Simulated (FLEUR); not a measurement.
Pd: single point with PBEsol

Pd:

```
Pd
1.0
     2.78367    0.00000    0.00000
    -1.39183    2.41072    0.00000
     0.00000    0.00000    4.62889
Pd
2
Direct
  0.32850 0.69168 0.24099
  0.66929 0.34399 0.75873
```

This isn't the form of Pd at room conditions, which is fcc.

The cell isn't the ideal one: atoms moved at random, drawn with an rms of 0.05 Å.

```json
{
 "Program": "FLEUR MaX-R8.1 (later development tree)",
 "Task": "single point",
 "Functional": "PBEsol",
 "Potentials or basis": "all-electron",
 "Basis": "FLAPW",
 "Kmax": "4.15 1/bohr",
 "k mesh": "11 × 11 × 6",
 "Occupations": "fermi-dirac, width 0.05 eV",
 "Spin": "no spin polarisation",
 "Gmax": "12.9 1/bohr",
 "Muffin-tin radii": "Pd 2.36 bohr",
 "lmax": "Pd 10",
 "lnonsphr": "Pd 10",
 "Local orbitals a species": "Pd 5",
 "Max iterations": "60",
 "Mixing factor": "0.05",
 "Mixer": "Anderson",
 "Mixer history": "15",
 "Density convergence": "1e-05 me/bohr^3"
}
```

* Largest force: 0.604 eV/Å
* Band gap on the k mesh: none (metal or under the smearing width)
* Valence electrons inside the program's atomic spheres: Pd 16.40 (radii Pd 2.36 bohr)

Forces in eV/Å, atoms in the order of the input:
```
Pd   0.032 -0.032  0.602
Pd  -0.032  0.032 -0.602
```

Levels at points of the mesh, in eV from the Fermi level:
```
           k point  band 15  band 16  band 17  band 18  band 19  band 20  band 21  band 22
(0.00, 0.00, 0.00)    -2.24    -1.65    -1.47    -0.31    -0.14     0.88     6.53    16.82
(0.00, 0.00, 0.50)    -2.59    -2.56    -0.81    -0.73    -0.58    -0.55    12.97    14.25
```

Core levels (eV from the Fermi level):
| atom | levels |
| --- | --- |
| 1 Pd | 1s1/2 -24138.0, 2s1/2 -3522.8, 2p1/2 -3268.0, 2p3/2 -3108.8, 3s1/2 -634.0, 3p1/2 -533.5, 3p3/2 -505.7, 3d3/2 -327.6, 3d5/2 -322.0 |
| 2 Pd | 1s1/2 -24138.0, 2s1/2 -3522.8, 2p1/2 -3268.0, 2p3/2 -3108.8, 3s1/2 -634.0, 3p1/2 -533.5, 3p3/2 -505.7, 3d3/2 -327.6, 3d5/2 -322.0 |

Run time: 11 min on 1 thread of Arm Neoverse V2, with other jobs on the host, peak memory 0.14 GiB.
